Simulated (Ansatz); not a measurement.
Runs of Ansatz 0.2.0 on Sb. Symmetry: Pm-3m, No. 221, cubic system. The conventional cell has a = 3.160 Å, b = 3.160 Å, c = 3.160 Å, α = 90.00°, β = 90.00°, γ = 90.00°. Sb (site symmetry m-3m) has 6 Sb at 3.16 Å as nearest neighbours. This isn't the form of Sb at room conditions, which is rhombohedral.

```tsv
task	level	potentials or basis	spin	cell	k mesh	cutoff (eV)	smearing	other keys	mesh quality	gap on the mesh (eV)	pressure (GPa)
projected density of states	HSE06	Ansatz PAW polarizable	off	as given	4 × 4 × 4	420	cold 0.05 eV	-	coarse	none	(b)
density of states	PBE0+D4	Ansatz NC	off	volume scaled by 1.25	4 × 4 × 4	1088	fermi-dirac 0.1 eV	-	coarse	none	-10.7
atomic charges	r2SCAN0	SPMS NC	collinear, ferromagnetic start	volume scaled by 1.25	4 × 4 × 4	653	gaussian 0.02 eV	-	coarse	none	-10.6
projected density of states	B3LYP+D3(BJ)	Ansatz PAW earlier set	off	as given	5 × 5 × 5	430	fermi-dirac 0.05 eV	-	coarse	none	-5.6
single point	r2SCAN+D3(BJ)	Ansatz PAW	SOC, no magnetisation	volume scaled by 1.08	8 × 8 × 8	500	tetrahedron uncorrected	accuracy = medium; scf.mixing.preconditioner = local_kerker; …	not flagged	none	(a)
```

Problem. Fill in the values left out.

Solution. (a) -6.4; (b) -5.4.

Caveats: some runs use coarse meshes; the thresholds are loose for stress (some runs); the PAW data sets come from PBE, with cores solved anew for the run's functional, which leaves a small shift of forces and pressure (some runs); pairwise dispersion overbinds metals, which lowers pressure and volume (some runs); the potentials were made for another functional, which shifts forces and pressure (some runs); the meta-GGA runs on potentials made for a GGA (some runs); the dispersion damping was fitted for another functional or another form of the correction (some runs).

A k mesh can miss the band edges, and rows without SOC leave out spin-orbit coupling on Sb.

A gap of «none» marks a metal or a gap under the smearing width.

Runs at the PBE level aren't shown here.
